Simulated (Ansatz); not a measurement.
# Rb: the cost of one run

Method: DFT PBE+D3(BJ), scalar-relativistic, plane waves, PAW, in Ansatz 0.2.0.

17 further runs of the same task are left out: 17 set aside as unsound or not needed.

## 1. Starting point

The structure is orthorhombic, space group Cmcm (No. 63). The conventional cell has a = 4.948 Å, b = 8.659 Å, c = 8.043 Å, α = 90.00°, β = 90.00°, γ = 90.00°.

As a file:

```xyz
2
Lattice="2.4740 -4.3297 0.0000 2.4740 4.3297 0.0000 0.0000 0.0000 8.0429" Properties=species:S:1:pos:R:3 pbc="T T T"
Rb    2.4740   -2.9096    6.0321
Rb    2.4740    2.9096    2.0107
```

It goes back to an entry of the Materials Project, which need not be the stable form.

It is the result of an earlier relaxation at this level (volume 86.15 Å³/atom; gap on the mesh: none (metal)).

## 2. The scan

The energy is mapped over volume and the cell's shape.

First coordinate, volume per atom: 7 values from 79.26 to 93.05 Å³. Second coordinate, stretch along c over the lengths across it, relative to the relaxed cell: 7 values from 0.834 to 1.200.

Nothing else is relaxed (fractional coordinates fixed). Energies count from the relaxed crystal. Points are written as (first, second).

## 3. The run at (79.26 Å³, 1.000)

File input.yaml:

```yaml
crystal:
  lattice:
    - [2.4061975185, -4.2110739487, 0.0]
    - [2.4061975185, 4.2110739487, 0.0]
    - [0.0, 0.0, 7.8224155651]
  atoms:
    - { symbol: Rb, position: [0.8359965595, 0.1640034405, 0.75] }
    - { symbol: Rb, position: [0.1640034405, 0.8359965595, 0.25] }
basis:
  ecutwfc: 420
kpoints:
  mp_grid: { grid: [12, 12, 6] }
hamiltonian:
  xc: pbe
  dispersion: d3bj
scf:
  occupations: { method: gaussian, width: 0.15 }
output:
  forces: true
  stress: true
  eigenvalues: true
```

Launch:

```sh
$ ansatz run input.yaml --threads 1 --pin off --max-ram 2048MiB --backend cpu --events-out ev --progress --plain --runs-dir out
```

**Question.** How long does this run take on 1 thread of Arm Neoverse V2, shared host, and how much memory does it need?

About 14 s, with a peak of 0.56 GiB.
